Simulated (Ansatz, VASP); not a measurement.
## Hf: VASP beside Ansatz

File INCAR:

```
PREC = Accurate
ENCUT = 520
EDIFF = 1E-6
ISMEAR = -1
SIGMA = 0.05
LREAL = False
LASPH = True
NELM = 60
ALGO = Fast
ISIF = 2
LWAVE = False
LCHARG = False
GGA = CA
NBANDS = 17
```

File KPOINTS:

```
regular mesh
0
Gamma
  10 10 5
```

POSCAR

```
Hf
1.0
    3.1967000000      0.0000000000      0.0000000000
   -1.5983500000      2.7684234083      0.0000000000
    0.0000000000      0.0000000000      5.0578000000
Hf
2
Direct
    0.6666666667      0.3333333333      0.7500000000
    0.3333333333      0.6666666667      0.2500000000
```

Contents of input.yaml:

```yaml
crystal:
  lattice:
    - [3.1967, 0.0, 0.0]
    - [-1.59835, 2.7684234083, 0.0]
    - [0.0, 0.0, 5.0578]
  atoms:
    - { symbol: Hf, position: [0.6666666667, 0.3333333333, 0.75] }
    - { symbol: Hf, position: [0.3333333333, 0.6666666667, 0.25] }
kpoints:
  mp_grid: { grid: [10, 10, 5] }
  band_path:
    path:
      - [0.0, 0.0, 0.0]
      - [0.5, 0.0, 0.0]
      - [0.3333333333, 0.3333333333, 0.0]
      - [0.0, 0.0, 0.0]
      - [0.0, 0.0, 0.5]
      - [0.5, 0.0, 0.5]
      - [0.3333333333, 0.3333333333, 0.5]
      - [0.0, 0.0, 0.5]
    npoints: 8
scf:
  occupations: { method: fermi_dirac, width: 0.05 }
hamiltonian:
  xc: lda
  pseudopotentials: { kind: all_electron, lapw: { basis_error: 0.001 } }
output:
  forces: true
  stress: true
  eigenvalues: true
```

Alike in both runs: functional LDA; k mesh 10 × 10 × 5; occupations fermi-dirac, width 0.05 eV; no spin polarisation.

|  | VASP | Ansatz |
| --- | --- | --- |
| version | VASP 6.6.1 | Ansatz 0.2.0 |
| potentials or method | VASP PAW LDA potentials, release 64 (Hf_pv) | all-electron LAPW, scalar-relativistic |
| plane-wave cutoff (eV) | 520 | see its input |
| task | single point | band structure |

|  | VASP | Ansatz | Ansatz less VASP |
| --- | --- | --- | --- |
| gap on the k mesh at the Fermi level (eV) | none | none | - |
| pressure (GPa) | -7.8 | -7.8 | +0.01 |
| largest component of the traceless stress (GPa) | 0.31 | 0.30 | -0.014 |

A gap of «none» marks a metal or a gap that the smearing closes. Ansatz ran all-electron here, so the differences hold the error of VASP's frozen core and of both bases.

Caveats: spin-orbit coupling is left out, which moves the levels of the heavy elements (Ansatz). Spin-orbit coupling is left out, which matters for the levels of Hf.
